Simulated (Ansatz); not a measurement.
Runs of Ansatz 0.2.0 on Ga. The structure is tetragonal, space group I4/mmm (No. 139). Conventional cell: a = 2.769 Å, b = 2.769 Å, c = 4.622 Å, α = 90.00°, β = 90.00°, γ = 90.00°. Around Ga (site symmetry 4/mmm) lie 12 Ga at 2.77 to 3.03 Å. This isn't the form of Ga at room conditions, which is orthorhombic.

```tsv
task	level	spin	cell	k mesh	cutoff (eV)	points for each segment of the path	target pressure (GPa)	mesh quality	gap on the mesh (eV)	pressure (GPa)
projected density of states	PBE0	off	as given	8 × 8 × 8	420	-	-	coarse	none	2.4
band structure	r2SCAN	SOC, no magnetisation	as given	13 × 13 × 13	500	14	-	not flagged	none	0.2
band structure	r2SCAN	off	as given	13 × 13 × 13	500	14	-	not flagged	none	0.2
projected density of states	PBEsol	off	as given	8 × 8 × 8	420	-	-	coarse	none	(a)
projected density of states	HSE06	off	as given	8 × 8 × 8	420	-	-	coarse	none	2.4
relaxation of cell and atoms	PBEsol	off	relaxed to 5 GPa	13 × 13 × 13	420	-	5	not flagged	none	5.0
projected density of states	r2SCAN0	off	as given	8 × 8 × 8	500	-	-	coarse	none	0.2
relaxation of cell and atoms	PBEsol	off	relaxed to 2 GPa	13 × 13 × 13	420	-	2	not flagged	none	2.0
relaxation of cell and atoms	PBEsol	off	relaxed	13 × 13 × 13	420	-	-	not flagged	none	0.0
projected density of states	LDA	off	as given	8 × 8 × 8	420	-	-	coarse	none	-2.2
projected density of states	r2SCAN	off	as given	8 × 8 × 8	500	-	-	coarse	none	0.6
```

Alike in all rows: potentials or basis Ansatz PAW; smearing fermi-dirac 0.05 eV.

Problem. Estimate the missing entries.

Solution. (a) -0.1.

Caveats: some runs use coarse meshes; the PAW data sets come from PBE, with cores solved anew for the run's functional, which leaves a small shift of forces and pressure; the density of states is complete only up to the lowest level of the last band computed (some runs); the thresholds are loose for stress (some runs); the plane-wave basis is chosen anew once the cell has moved, so the energies of steps on either side of that aren't comparable (some runs).

A k mesh can miss the band edges, and rows without SOC leave out spin-orbit coupling on Ga.

A gap of «none» marks a metal or a gap under the smearing width.
